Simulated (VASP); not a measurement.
An input for VASP 6.6.1 (Cr):

File run.py:

```python
from ase.calculators.vasp import Vasp
from ase.dft.bandgap import bandgap
from ase.io import read

atoms = read('Cr.cif', primitive_cell=True, subtrans_included=False)
atoms.set_initial_magnetic_moments([3.0])
calc = Vasp(
    directory='calc',
    xc='lda',
    pp='LDA',
    setups='recommended',
    prec='Accurate',
    encut=520,
    ediff=0.001,
    ismear=0,
    sigma=0.05,
    lreal=False,
    lasph=True,
    nelm=100,
    algo='Normal',
    isif=2,
    lwave=False,
    lcharg=False,
    ispin=2,
    lorbit=11,
    lmaxmix=4,
    ldautype=2,
    ldauprint=1,
    ivdw=13,
    nelmdl=-8,
    maxmix=5,
    ldau_luj={'Cr': {'L': 2, 'U': 4.5, 'J': 0}},
    kpts=[12, 12, 12],
    gamma=True,
    nbands=16,
)
atoms.calc = calc

print('energy (eV):', atoms.get_potential_energy())
print('free energy (eV):', atoms.get_potential_energy(force_consistent=True))
print('forces (eV/A):')
print(atoms.get_forces())
print('stress (eV/A^3, Voigt):', atoms.get_stress())
print('Fermi level (eV):', calc.get_fermi_level())
print('moment (muB):', atoms.get_magnetic_moment())
print('site moments (muB):', atoms.get_magnetic_moments())
gap, top, bottom = bandgap(calc)
print('band gap (eV):', gap, 'from (spin, k, band)', top, 'to', bottom)
```

The input Cr.cif:

```cif
data_Cr
_cell_length_a 2.96889936
_cell_length_b 2.96889936
_cell_length_c 2.96889936
_cell_angle_alpha 90.00000000
_cell_angle_beta 90.00000000
_cell_angle_gamma 90.00000000
_space_group_name_H-M_alt 'Im-3m'
_space_group_name_Hall '-I 4 2 3'
_space_group_IT_number 229
loop_
_space_group_symop_operation_xyz
'x,y,z'
'-x,-y,-z'
'-y,x,z'
'y,-x,-z'
'-x,-y,z'
'x,y,-z'
'y,-x,z'
'-y,x,-z'
'x,-y,-z'
'-x,y,z'
'-y,-x,-z'
'y,x,z'
'-x,y,-z'
'x,-y,z'
'y,x,-z'
'-y,-x,z'
'z,x,y'
'-z,-x,-y'
'z,-y,x'
'-z,y,-x'
'z,-x,-y'
'-z,x,y'
'z,y,-x'
'-z,-y,x'
'-z,x,-y'
'z,-x,y'
'-z,-y,-x'
'z,y,x'
'-z,-x,y'
'z,x,-y'
'-z,y,x'
'z,-y,-x'
'y,z,x'
'-y,-z,-x'
'x,z,-y'
'-x,-z,y'
'-y,z,-x'
'y,-z,x'
'-x,z,y'
'x,-z,-y'
'-y,-z,x'
'y,z,-x'
'-x,-z,-y'
'x,z,y'
'y,-z,-x'
'-y,z,x'
'x,-z,y'
'-x,z,-y'
'x+1/2,y+1/2,z+1/2'
'-x+1/2,-y+1/2,-z+1/2'
'-y+1/2,x+1/2,z+1/2'
'y+1/2,-x+1/2,-z+1/2'
'-x+1/2,-y+1/2,z+1/2'
'x+1/2,y+1/2,-z+1/2'
'y+1/2,-x+1/2,z+1/2'
'-y+1/2,x+1/2,-z+1/2'
'x+1/2,-y+1/2,-z+1/2'
'-x+1/2,y+1/2,z+1/2'
'-y+1/2,-x+1/2,-z+1/2'
'y+1/2,x+1/2,z+1/2'
'-x+1/2,y+1/2,-z+1/2'
'x+1/2,-y+1/2,z+1/2'
'y+1/2,x+1/2,-z+1/2'
'-y+1/2,-x+1/2,z+1/2'
'z+1/2,x+1/2,y+1/2'
'-z+1/2,-x+1/2,-y+1/2'
'z+1/2,-y+1/2,x+1/2'
'-z+1/2,y+1/2,-x+1/2'
'z+1/2,-x+1/2,-y+1/2'
'-z+1/2,x+1/2,y+1/2'
'z+1/2,y+1/2,-x+1/2'
'-z+1/2,-y+1/2,x+1/2'
'-z+1/2,x+1/2,-y+1/2'
'z+1/2,-x+1/2,y+1/2'
'-z+1/2,-y+1/2,-x+1/2'
'z+1/2,y+1/2,x+1/2'
'-z+1/2,-x+1/2,y+1/2'
'z+1/2,x+1/2,-y+1/2'
'-z+1/2,y+1/2,x+1/2'
'z+1/2,-y+1/2,-x+1/2'
'y+1/2,z+1/2,x+1/2'
'-y+1/2,-z+1/2,-x+1/2'
'x+1/2,z+1/2,-y+1/2'
'-x+1/2,-z+1/2,y+1/2'
'-y+1/2,z+1/2,-x+1/2'
'y+1/2,-z+1/2,x+1/2'
'-x+1/2,z+1/2,y+1/2'
'x+1/2,-z+1/2,-y+1/2'
'-y+1/2,-z+1/2,x+1/2'
'y+1/2,z+1/2,-x+1/2'
'-x+1/2,-z+1/2,-y+1/2'
'x+1/2,z+1/2,y+1/2'
'y+1/2,-z+1/2,-x+1/2'
'-y+1/2,z+1/2,x+1/2'
'x+1/2,-z+1/2,y+1/2'
'-x+1/2,z+1/2,-y+1/2'
loop_
_atom_site_label
_atom_site_type_symbol
_atom_site_symmetry_multiplicity
_atom_site_Wyckoff_symbol
_atom_site_fract_x
_atom_site_fract_y
_atom_site_fract_z
_atom_site_occupancy
Cr1 Cr 2 a 0.0000000000 0.0000000000 0.0000000000 1
```

Potentials or basis: VASP PAW LDA potentials, release 64 (Cr_pv).

Command:

```console
$ python run.py
```

**Question.** How does this run end?

**Answer.** The run stopped without a result. It printed:

Output:

```text
Traceback (most recent call last):
  ...
ase.calculators.calculator.CalculationFailed: vasp in <dir> returned an error: 1 stderr is in vasp.out
```

OUTCAR:

```text
ENCUT = 520.000000
   EDIFF = 1.00e-03
   PREC = Accurate
   ISIF = 2
   ISMEAR = 0
   ISPIN = 2
   LORBIT = 11
   NELM = 100
   NELMDL = -8
   IVDW = 13
   LASPH = .TRUE.
   LREAL = .FALSE.
```

Among its messages:

```text
The xc functional is not supported. VDW_S6, VDW_S8, VDW_A1 and VDW_A2 have to be defined in INCAR. ---->  I REFUSE TO CONTINUE WITH THIS SICK JOB ... BYE!!! <----
```
